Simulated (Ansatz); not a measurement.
# BaS: how strain makes field gradients

```
CELL_PARAMETERS angstrom
0.00000 3.19375 3.19375
3.19375 0.00000 3.19375
3.19375 3.19375 0.00000
ATOMIC_POSITIONS crystal
Ba 0.00000 0.00000 0.00000
S 0.50000 0.50000 0.50000
```

Atoms are numbered in the order listed.

The cell is COD entry 9008600, as deposited and not checked against the literature; nothing was relaxed.

Level of theory: DFT, LDA, all-electron PAW with datasets made for the crystal, scalar-relativistic (Ansatz 0.2.0).

Numerical set-up: a Γ-centred 7×7×7 k mesh, Fermi–Dirac smearing of 0.01 eV, cutoff 260 eV (chosen by the program for this cell), no spin polarisation.

The strain is applied along the Cartesian axes of the cell as listed (γ is the engineering shear, twice εxy = εyz = εzx). Fractional coordinates are held (clamped ions).

The columns are Cartesian components of the electric field gradient at the nuclei, in 10²¹ V/m².

Spin–orbit coupling is left out, which moves gradients at and beside heavy atoms by some per cent and at worst by a factor of two.

Only quantities that a quadratic follows smoothly over the whole series are listed; rougher ones are left out.

```
      γ  Vxy at Ba1  Vxy at S2
-0.0200        0.69      -0.14
 0.0000        0.00       0.00
 0.0100       -0.35       0.07
 0.0200       -0.70       0.15
```

**Question.** Fit the series and give the gradient–strain slopes.

**Answer.** Least-squares fits y = p0 + p1 x + p2 x² to the rows give Vxy at Ba1: p1 = -34.8, p2 = -11; Vxy at S2: p1 = 7.22, p2 = 16. The slopes p1 are in 10²¹ V/m² per unit strain, for clamped ions.

**Question.** One run, at γ = -0.0100, is withheld. Predict its row.

**Answer.** The fits give 0.35, -0.07; the run gave 0.35, -0.07.
